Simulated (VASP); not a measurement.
**VASP 6.6.1 run: CaF₂**

INCAR

```
NSW = 0
LWAVE = .FALSE.
PREC = Accurate
ISIF = 2
NELM = 79
IBRION = -1
EDIFF = 1E-7
ISMEAR = -1
LREAL = .FALSE.
GGA = PE
NBANDS = 19
ENCUT = 700
LASPH = .TRUE.
SIGMA = 0.02
LCHARG = .FALSE.
```

KPOINTS

```
KPOINTS created by Atomic Simulation Environment
0
Gamma
8 8 8
0 0 0
```

POSCAR

```
Ca F
 1.0000000000000000
     0.0000000000000000    2.7195929738512286    2.7195929738512286
     2.7195929738512286   -0.0000000000000000    2.7195929738512286
     2.7195929738512286    2.7195929738512286   -0.0000000000000000
 Ca  F
   1   2
Cartesian
 -0.0000000000000000 -0.0000000000000000  0.0000000000000000
  1.3597964869256143  1.3597964869256143  1.3597964869256143
  4.0793894607768433  4.0793894607768433  4.0793894607768433
```

The recommended PBE PAW datasets give the neutral cell 24 valence electrons.

Command

```
mpirun -np 1 vasp_std
```

Question: How does this run end, and what does it give?

Answer: It converged. Results: gap between bands v and c on the k mesh 7.36 eV; least direct gap on the k mesh 7.62 eV; pressure 3.5 GPa. Band v is the last that the valence electrons fill when counted band by band, and c is the next.

OSZICAR

```
N       E                     dE             d eps       ncg     rms          rms(c)
DAV:   1     0.245347456847E+03    0.24535E+03   -0.16089E+04  1102   0.162E+03
DAV:   2    -0.560790697560E+01   -0.25096E+03   -0.24167E+03  1326   0.388E+02
DAV:   3    -0.181798961388E+02   -0.12572E+02   -0.12522E+02  1227   0.912E+01
DAV:   4    -0.186215119238E+02   -0.44162E+00   -0.44079E+00  1735   0.132E+01
DAV:   5    -0.186251409203E+02   -0.36290E-02   -0.36289E-02  1223   0.132E+00    0.798E+00
DAV:   6    -0.173087596061E+02    0.13164E+01   -0.54156E+00  1186   0.161E+01    0.299E+00
DAV:   7    -0.173066033318E+02    0.21563E-02   -0.11853E-01  1275   0.348E+00    0.172E+00
DAV:   8    -0.173252086270E+02   -0.18605E-01   -0.41946E-02  1191   0.224E+00    0.232E-01
DAV:   9    -0.173272932346E+02   -0.20846E-02   -0.73431E-03  1325   0.650E-01    0.129E-01
DAV:  10    -0.173281685787E+02   -0.87534E-03   -0.17936E-03  1142   0.335E-01    0.237E-02
DAV:  11    -0.173281853838E+02   -0.16805E-04   -0.14757E-04  1291   0.980E-02    0.156E-02
DAV:  12    -0.173281852568E+02    0.12702E-06   -0.19905E-05  1345   0.454E-02    0.258E-03
DAV:  13    -0.173281854709E+02   -0.21409E-06   -0.40294E-06  1225   0.174E-02    0.444E-03
DAV:  14    -0.173281855073E+02   -0.36478E-07   -0.13740E-06  1180   0.846E-03    0.484E-04
DAV:  15    -0.173281855141E+02   -0.68094E-08   -0.10430E-08   898   0.118E-03
   1 F= -.17328186E+02 E0= -.17328186E+02  d E =-.477499E-12
```

For comparison, a separate PBE run of the intended cell, on usual settings and not on those above, gives a gap of 7.35 eV on its mesh and a pressure of 3.6 GPa.
